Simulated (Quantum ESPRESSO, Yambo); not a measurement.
# Excitons of GaAs (F-43m) on ever denser meshes, part 2 of 5

Aim: follow the lowest exciton of GaAs (F-43m) as the mesh is refined.

Quantum ESPRESSO 7.5 and Yambo 5.3.0; PBE and many-body steps on it, plane waves. Known limits of the many-body steps: not at the basis limit; mesh may overstate the screening; screening runs away on this mesh; no spin-orbit coupling; coarse k mesh; bindings not settled in the k mesh.

So far. Step 4 (Screening and self-energy, 4×4×4 mesh, 124 bands …): The gap on the mesh goes from 0.52 eV to 1.18 eV, a correction of +0.66 eV. Step 5 (Empty states on the mesh, 4×4×4 mesh, 32 bands): On this mesh the gap is 0.518 eV.

## Step 7: Excitons

Optical absorption needs the electron-hole interaction, solved here in a basis of vertical transitions on the mesh.

This step: Bethe-Salpeter equation on PBE with a scissors shift, plane waves, norm-conserving pseudopotentials.

The input, bse3.in:

```
optics
bss
bse
em1s
dipoles
rim_cut
RandQpts= 1000000
RandGvec= 1 RL
Chimod= "HARTREE"
BSKmod= "SEX"
BSEmod= "resonant"
BSSmod= "d"
BSENGexx= 20 Ry
BSENGBlk= 4 Ry
% BSEQptR
 1 | 1 |
%
% BSEBands
 20 | 26 |
%
% BEnRange
 0 | 3 | eV
%
% BDmRange
 0.1 | 0.1 | eV
%
BEnSteps= 61
% BLongDir
 1 | 0 | 0 |
%
% BndsRnXs
 14 | 32 |
%
NGsBlkXs= 4 Ry
% LongDrXs
 1 | 1 | 1 |
%
% KfnQP_E
 0.658 | 1.0 | 1.0 |
%
WRbsWF
FFTGvecs= 47 Ry
```

The run is started by

```console
$ OMP_NUM_THREADS=1 mpirun -n 4 yambo -F bse3.in -J bse3 -C bse3 > bse3.log
```

The program printed:

```text
 Yambo, version 5.3.0

 [02] CORE Variables Setup
 =========================

  [... cell, symmetries and grids as in the set-up ...]

  [02.05] Energies & Occupations
  ==============================

  [X] === General ===
  [X] Electronic Temperature                        :  0.000000  0.000000 [eV K]
  [X] Bosonic    Temperature                        :  0.000000  0.000000 [eV K]
  [X] Finite Temperature mode                       : no
  [X] El. density                                   :  0.97390E+24 [cm-3]
  [X] Fermi Level                                   :  9.827511 [eV]

  [X] === Gaps and Widths ===
  [X] Conduction Band Min                           :  0.518057 [eV]
  [X] Valence Band Max                              :  0.000000 [eV]
  [X] Filled Bands                                  :  22
  [X] Empty Bands                                   :   23   32
  [X] Direct Gap                                    :  0.518057 [eV]
  [X] Direct Gap localized at k                     :  1
  [X] Indirect Gap                                  :  0.518057 [eV]
  [X] Indirect Gap between kpts                     :  1  1
  [X] Last valence band width                       :  3.339195 [eV]
  [X] 1st conduction band width                     :  4.106600 [eV]

 [03] Transferred momenta grid and indexing
 ==========================================

 [BZ sampling] Q-grid is User defined and/or read from the database

 IBZ Q-points                                      :   8
 BZ  Q-points                                      :   64

 K/Q-points units:
 rlu = crystal or reduced units; cc = cartesian coordinates; iku = interal k-units

 Q [1]          [rlu]:  0.000000  0.000000  0.000000
 Q [2]          [rlu]: -0.91587E-18 -0.91587E-18  0.25000
 Q [3]          [rlu]:  0.18317E-17  0.18317E-17 -0.50000
 Q [4]          [rlu]: -0.26116E-17  0.25000      0.25000
 Q [5]          [rlu]:  0.71282E-16  0.25000      0.50000
 Q [6]          [rlu]:  0.18317E-17  0.25000     -0.25000
 Q [7]          [rlu]:  0.52231E-17 -0.50000     -0.50000
 Q [8]          [rlu]:  0.250000 -0.500000 -0.250000

  [03.01] X + BSE indexes
  =======================

   [03.01.01] Sigma indexes
   ========================

 [04] Coloumb potential Random Integration (RIM)
 ===============================================

  [04.01] RIM initialization
  ==========================

  * Diagonal components only detected *

  8 x (sBL volume)        :  0.101699 [a.u.]
  sBZ random points       :  1000000
  Points outside the sBZ  :   7987327
  RL volume               :  0.813588 [a.u.]
  Integrated volume       :  0.814879 [a.u.]

  [04.02] RIM integrals
  =====================

  Gamma point sphere radius             :  0.084669 [a.u.]
  Points outside the sphere             :   799513
  [Int_sBZ(q=0) 1/q^2]*(Vol_sBZ)^(-1/3) =:  7.764325
                                 should be <:  7.795600

  Summary of Coulomb integrals for non-metallic bands |Q|[au] RIM/Bare

  Q [1] 0.100000E-4 0.995988 * Q [2] 0.254653 1.066317
  Q [4] 0.294048 1.065091 * Q [6] 0.415847 1.027759
  Q [5] 0.487623 1.020584 * Q [3] 0.509306 1.018268
  Q [7] 0.588096 1.014689 * Q [8] 0.657511 1.011648

 [05] External/Internal QP corrections
 =====================================

 [QP_apply] Action to be applied: USER defined scissor

  [05.01]  QP corrections report
  ==============================

  [K+QP] === General ===
  [K+QP] Electronic Temperature                     :  0.000000  0.000000 [eV K]
  [K+QP] Bosonic    Temperature                     :  0.000000  0.000000 [eV K]
  [K+QP] Finite Temperature mode                    : no
  [K+QP] El. density                                :  0.97390E+24 [cm-3]
  [K+QP] Fermi Level                                :  0.000000 [eV]

  [K+QP] === Gaps and Widths ===
  [K+QP] Conduction Band Min                        :  1.176057 [eV]
  [K+QP] Valence Band Max                           :  0.000000 [eV]
  [K+QP] Filled Bands                               :  22
  [K+QP] Empty Bands                                :   23   32
  [K+QP] Direct Gap                                 :  1.176057 [eV]
  [K+QP] Direct Gap localized at k                  :  1
  [K+QP] Indirect Gap                               :  1.176057 [eV]
  [K+QP] Indirect Gap between kpts                  :  1  1
  [K+QP] Last valence band width                    :  3.339195 [eV]
  [K+QP] 1st conduction band width                  :  4.106600 [eV]

  [coarse-grid] Minimum Bare Gap        [ev]:  0.518057
  [coarse-grid] Minimum Gap Correction  [ev]:  0.658000

  Eqp @ K [1]
  -184.7577 -143.6748 -128.1396 -128.1396 -128.1396  -94.3994  -94.3994  -94.3994
  -35.15048 -35.15048 -35.15048 -35.14141 -35.14141 -14.79439 -14.79439 -14.79439
   -14.7175     -14.7175     -12.7262    -0.183434E-6 -0.483962E-7   0.00000      1.17606      4.39466
    4.39466   4.39466   8.25983  10.82004  10.82004  12.22624  12.22624  12.22624
  Eqp @ K [2]
  -184.7577 -143.6748 -128.1396 -128.1396 -128.1396  -94.3992  -94.3992  -94.3992
  -35.15038 -35.15005 -35.15005 -35.14130 -35.14130 -14.83758 -14.78260 -14.78260
[...]
Eqp @ K [3]
[...]
Eqp @ K [4]
[...]
Eqp @ K [5]
[...]
[... 2 further k-points ...]
  Eqp @ K [8]
[...]
-35.15024 -35.14983 -35.14869 -35.14154 -35.14080 -14.89334 -14.76226 -14.75012
  -14.72719 -14.71330 -10.16676  -6.62799  -3.53165  -3.33919   5.28266   5.38360
    6.07352   6.70896  11.73691  12.94080  13.97058  14.42487  17.49090  18.41484

 [06] Dipoles
 ============

  [06.01] Setup: observables and procedures
  =========================================

  [WARNING] [r,Vnl^pseudo] included in position and velocity dipoles.

  [WARNING] In case H contains other non local terms, these are neglected

 [07] Static Dielectric Matrix
 =============================

 [WR./bse3//ndb.em1s]------------------------------------------------------------
  Brillouin Zone Q/K grids (IBZ/BZ)                :    8   64    8   64
  RL vectors                                       :  1687 [WF]
  Coulomb cutoff potential                         : none
  Electronic Temperature                           :  0.000000 [K]
  Bosonic    Temperature                           :  0.000000 [K]
  Static diel. fun.  energies                      : Perdew, Burke & Ernzerhof(X)+Perdew, Burke & Ernzerhof(C)
  wavefunctions                                    : Perdew, Burke & Ernzerhof(X)+Perdew, Burke & Ernzerhof(C)
  Global Gauge                                     : length
  X matrix size                                    :   59
  X band range                                     :   14   32
  X e/h energy range                               : -1.000000 -1.000000 [eV]
  X Time ordering                                  : T
  X Hxc Kernel                                     : HARTREE
  X Drude frequency                                :  0.000000  0.000000
  X poles                                          :  100.0000 [o/o]
  RL vectors in the sum                            :  1687
  [r,Vnl] included                                 : yes
  Field direction                                  :  0.577350E-5  0.577350E-5  0.577350E-5
  BZ energy Double Grid                            : no
  BZ energy DbGd points                            : 0
  BZ Q point size factor                           : -1.000000
  X Optical Averaged directions                    : none

 [08] Bethe Salpeter Equation driver
 ===================================

  [08.01] Bethe Salpeter Equation @q1
  ===================================

   [08.01.01] Transition pre-analysis @q1
   ======================================

   [08.01.02] Transition Groups build-up @q1
   =========================================

   [BSK] Transition groups (total):  16
   [BSK] Size (resonant):   768
   [BSK]         (total):   768
   [BSK] N. of matrices :  1

   [08.01.03] Loading Dipoles @q1
   ==============================

   [08.01.04] Independent Particles properties @q1
   ===============================================

   ==========================================================

   [BSE] Exchange components :   531
   [BSE] Correlation components :   59  259

    [08.01.05.01] Screened interaction header I/O
    =============================================

    [08.01.05.02] Main kernel loop
    ==============================

    [08.01.05.03] Wave-Function Phases
    ==================================

    [BSE] WF phases found       :  24.62798 [o/o]

   [08.01.06] BSE solver(s) @q1
   ============================

   [08.01.07] Diago Solver @q1
   ===========================

 [11] Game Over & Game summary
```

The job ended after 6.9 s (4 MPI ranks of Arm Neoverse V1, shared host; peak memory 1.1 GiB; 23 s of CPU time).

This step gave:

| Item | Value |
| --- | --- |
| transitions in the window | 768 |
| direct gap of the transition levels | 1.176 eV |
| lowest state | 1.164 eV |
| first strong exciton (over a fiftieth of the strongest listed) | 1.164 eV |
| binding of the lowest state below the direct gap | 0.01213 eV |
| Coulomb term of one mesh cell | 0.02409 eV |

The binding is 0.50 times the screened Coulomb term of one mesh cell (0.02 eV), so it is not shown settled.

The lowest state lies at 1.164 eV, 0.012 eV under the direct gap.

Lines within 3 meV are set at the lowest of them, and the highest group, which the list may cut short, is left out. Lines of the exciton spectrum (strongest = 100):

```
position (eV)  lines merged  strength, relative
        1.164             3                 100
        2.661             3                  48
        2.712             3                 0.0
        2.743             2                 0.0
        2.794             3                 0.1
        2.798             5                 0.0
```

Field along x; broadening 0.1 eV; transition window only. Limits: finite bands, cutoff and mesh; screening runs away on this mesh; no spin-orbit coupling; coarse k mesh; exciton not shown settled in the k mesh. The ε₂ by photon energy; read off at these points:

```
photon energy (eV)   BSE  no electron-hole interaction
              0.00  2.87                          2.55
              0.10  3.39                          3.00
              0.20  4.08                          3.60
              0.30  5.00                          4.40
              0.40  6.30                          5.52
              0.50  8.20                          7.15
              0.60  11.1                          9.66
              0.70  16.1                          13.8
              0.85  32.8                          27.6
              0.95  63.4                          52.2
              1.05   153                           122
              1.15   344                           296
              1.25   202                           205
              1.35  79.5                          79.2
              1.45  39.4                          38.1
              1.55  23.5                          22.2
              1.65  16.0                          14.8
              1.75  12.1                          10.9
              1.85  9.98                          8.76
              1.95  9.03                           7.6
              2.05  8.99                          7.13
              2.15  9.98                          7.29
              2.30  14.9                          9.03
              2.40  24.0                          12.0
              2.50  48.8                          18.7
              2.60   124                          35.4
              2.65   167                          53.9
              2.70   148                          86.7
              2.80  59.4                           159
              2.90  26.8                          75.8
              3.00  15.1                          31.6
```

## Step 8: Triplet (no exchange term)

bse4.in, as its differences from bse3.in of step 7:

```diff
@@ -12,3 +12,3 @@
 BSSmod= "d"
-BSENGexx= 20 Ry
+BSENGexx= 1 RL
 BSENGBlk= 4 Ry
```

The run is started by

```console
$ OMP_NUM_THREADS=1 mpirun -n 4 yambo -F bse4.in -J bse4,bse3_W -C bse4 > bse4.log
```

The program printed:

```text
 Yambo, version 5.3.0

 [02] CORE Variables Setup
 =========================

  [... cell, symmetries and grids as in the set-up ...]

  [02.05] Energies & Occupations
  ==============================

  [X] === General ===
  [X] Electronic Temperature                        :  0.000000  0.000000 [eV K]
  [X] Bosonic    Temperature                        :  0.000000  0.000000 [eV K]
  [X] Finite Temperature mode                       : no
  [X] El. density                                   :  0.97390E+24 [cm-3]
  [X] Fermi Level                                   :  9.827511 [eV]

  [X] === Gaps and Widths ===
  [X] Conduction Band Min                           :  0.518057 [eV]
  [X] Valence Band Max                              :  0.000000 [eV]
  [X] Filled Bands                                  :  22
  [X] Empty Bands                                   :   23   32
  [X] Direct Gap                                    :  0.518057 [eV]
  [X] Direct Gap localized at k                     :  1
  [X] Indirect Gap                                  :  0.518057 [eV]
  [X] Indirect Gap between kpts                     :  1  1
  [X] Last valence band width                       :  3.339195 [eV]
  [X] 1st conduction band width                     :  4.106600 [eV]

 [03] Transferred momenta grid and indexing
 ==========================================

 IBZ Q-points                                      :   8
 BZ  Q-points                                      :   64

 K/Q-points units:
 rlu = crystal or reduced units; cc = cartesian coordinates; iku = interal k-units

 Q [1]          [rlu]:  0.000000  0.000000  0.000000
 Q [2]          [rlu]: -0.91587E-18 -0.91587E-18  0.25000
 Q [3]          [rlu]:  0.18317E-17  0.18317E-17 -0.50000
[...]
[K+QP] === Gaps and Widths ===
  [K+QP] Conduction Band Min                        :  1.176057 [eV]
  [K+QP] Valence Band Max                           :  0.000000 [eV]
  [K+QP] Filled Bands                               :  22
  [K+QP] Empty Bands                                :   23   32
  [K+QP] Direct Gap                                 :  1.176057 [eV]
  [K+QP] Direct Gap localized at k                  :  1
  [K+QP] Indirect Gap                               :  1.176057 [eV]
  [K+QP] Indirect Gap between kpts                  :  1  1
  [K+QP] Last valence band width                    :  3.339195 [eV]
  [K+QP] 1st conduction band width                  :  4.106600 [eV]

  [coarse-grid] Minimum Bare Gap        [ev]:  0.518057
  [coarse-grid] Minimum Gap Correction  [ev]:  0.658000

  Eqp @ K [1]
  -184.7577 -143.6748 -128.1396 -128.1396 -128.1396  -94.3994  -94.3994  -94.3994
  -35.15048 -35.15048 -35.15048 -35.14141 -35.14141 -14.79439 -14.79439 -14.79439
   -14.7175     -14.7175     -12.7262    -0.183434E-6 -0.483962E-7   0.00000      1.17606      4.39466
[...]
Eqp @ K [2]
[...]
Eqp @ K [3]
[...]
Eqp @ K [4]
[...]
Eqp @ K [5]
[...]
[... 2 further k-points ...]
  Eqp @ K [8]
[...]
-14.72719 -14.71330 -10.16676  -6.62799  -3.53165  -3.33919   5.28266   5.38360
    6.07352   6.70896  11.73691  12.94080  13.97058  14.42487  17.49090  18.41484

 [06] Dipoles
 ============

  [06.01] Setup: observables and procedures
  =========================================

  [WARNING] [r,Vnl^pseudo] included in position and velocity dipoles.

  [WARNING] In case H contains other non local terms, these are neglected

 [07] Static Dielectric Matrix
 =============================

    [08.01.05.02] Main kernel loop
    ==============================

    [08.01.05.03] Wave-Function Phases
    ==================================

    [BSE] WF phases found       :  24.62798 [o/o]

   [08.01.06] BSE solver(s) @q1
   ============================

   [08.01.07] Diago Solver @q1
   ===========================

 [11] Game Over & Game summary
```

Wall time 3.7 s (4 MPI ranks); peak memory 1.1 GiB.

The lowest triplet lies at 1.138 eV; without spin-orbit coupling triplets are dark, so no spectrum is read.

## Step 9: Empty states on the mesh, 6×6×6 mesh, 32 bands

This step: Quantum ESPRESSO 7.5; DFT, PBE, plane waves, norm-conserving pseudopotentials.

The input, pw.in:

```
&control
  calculation = 'nscf'
  prefix = 'x'
  outdir = 'o'
  pseudo_dir = 'pseudo'
/
&system
  ibrav = 0
  nat = 2
  ntyp = 2
  ecutwfc = 104.0
  nbnd = 32
  force_symmorphic = .true.
/
&electrons
  conv_thr = 1e-9
  electron_maxstep = 80
  diago_full_acc = .true.
  diago_thr_init = 5e-6
/
ATOMIC_SPECIES
  Ga 69.723 Ga.upf
  As 74.922 As.upf
CELL_PARAMETERS angstrom
  0.0000000000 2.8268500000 2.8268500000
  2.8268500000 0.0000000000 2.8268500000
  2.8268500000 2.8268500000 0.0000000000
ATOMIC_POSITIONS crystal
  Ga 0.0000000000 0.0000000000 0.0000000000
  As 0.2500000000 0.2500000000 0.2500000000
K_POINTS automatic
  6 6 6 0 0 0
```

The run is started by

```console
$ OMP_NUM_THREADS=1 mpirun -n 4 pw.x -nk 4 -in pw.in > pw.out
```

The program printed:

```text
[banner, memory and clock lines left out]
Program PWSCF v.7.5 starts

     Atomic positions and unit cell read from directory:
     o/x.save/

     Message from routine setup:
     using ibrav=0 with symmetry is DISCOURAGED, use correct ibrav instead

     G-vector sticks info

     bravais-lattice index     =            0
     lattice parameter (alat)  =       7.5547  a.u.
     unit-cell volume          =     304.8842 (a.u.)^3
     number of atoms/cell      =            2
     number of atomic types    =            2
     number of electrons       =        44.00
[...]
k = 0.1179 0.1179-0.1179 (  5468 PWs)   bands (ev):

  -174.9302-133.8473-118.3121-118.3121-118.3121 -84.5717 -84.5717 -84.5717
[...]
k = 0.2357 0.2357-0.2357 (  5450 PWs)   bands (ev):

  -174.9302-133.8473-118.3121-118.3121-118.3121 -84.5717 -84.5717 -84.5717
[...]
-4.8878  -4.8878  -1.7513   4.4525   8.9016   8.9016  11.0469  14.5309
    14.5309  17.0827  18.6033  19.5220  19.5220  23.3277  26.3175  26.3175

          k =-0.3536-0.3536 0.3536 (  5444 PWs)   bands (ev):

     [... further k-points ...]

     highest occupied, lowest unoccupied level (ev):     9.8275   10.3456

     XML data file, pseudopotentials, collected wavefunctions
```

The job ended after 3.6 s (4 MPI ranks; peak memory 0.28 GiB).

This step gave:

```
gap                                                           : 0.5181 eV
k of the valence top                                          : 0, 0, 0
k of the conduction bottom                                    : 0, 0, 0
least direct gap                                              : 0.5181 eV
k points computed                                             : 16
lowest point of the top converged band, above the valence top : 11.57 eV
```

On this mesh the gap is 0.518 eV.

## Step 10: Conversion and set-up

This step: Yambo 5.3.0; conversion and set-up on PBE, plane waves, norm-conserving pseudopotentials.

The run is started by

```console
$ (cd o/x.save; p2y > p2y.log; mv SAVE ../..); yambo > setup.log
```

The program printed:

```text
 Yambo, version 5.3.0

 [02] CORE Variables Setup
 =========================

  [02.01] Unit cells
  ==================

  Cell kind             :  FCC
  Atoms in the cell     :  Ga  As
  number of Ga atoms    :  1
  number of As atoms    :  1

  List of atomic masses
  Mass of Ga    :  69.72300
  Mass of As    :  74.92200

  List of atomic coordinates    : [cc]
  Ga1       :  0.000000  0.000000  0.000000  order 1
  As1       :  2.670986  2.670986  2.670986  order 2

  Alat factors          :  5.341972  5.341972  5.341972 [a.u.]
  Direct lattice volume :  304.8842 [a.u.]
[...]
Q [ 1]         [rlu]:  0.000000  0.000000  0.000000
 Q [ 2]         [rlu]: -0.33824E-17 -0.33824E-17  0.16667
 Q [ 3]         [rlu]: -0.67648E-17 -0.67648E-17  0.33333
[...]
Q [ 8]         [rlu]:  0.18317E-17  0.16667     -0.33333
 Q [ 9]         [rlu]:  0.67648E-17  0.16667     -0.16667
 Q [10]         [rlu]: -0.34821E-17  0.33333      0.33333
     [... 4 further rows ...]
 Q [15]         [rlu]:  0.166667  0.333333 -0.333333
 Q [16]         [rlu]:  0.166667 -0.500000 -0.333333

  [03.01] X indexes
  =================

   [03.01.01] Sigma indexes
   ========================

 [06] Game Over & Game summary
```

Wall time 3.5 s (1 MPI rank); peak memory 0.26 GiB.

(Continued in part 3 of 5.)

[Paths, hosts, dates, memory and timing lines, banners, echoed tables and standing remarks are left out of the program output.]

[Logs are printed without paths, hosts, clocks, repeated set-up lines and the standing remarks that a program may print on its own settings, such as how far it seeks lower states.]

[Runs of the session that timed out or met a known fault of the program may be left out.]

[Hosts, paths, dates, database ids (printed as entryN), source tags and the programs' standing remarks are cut or masked in the printed files.]
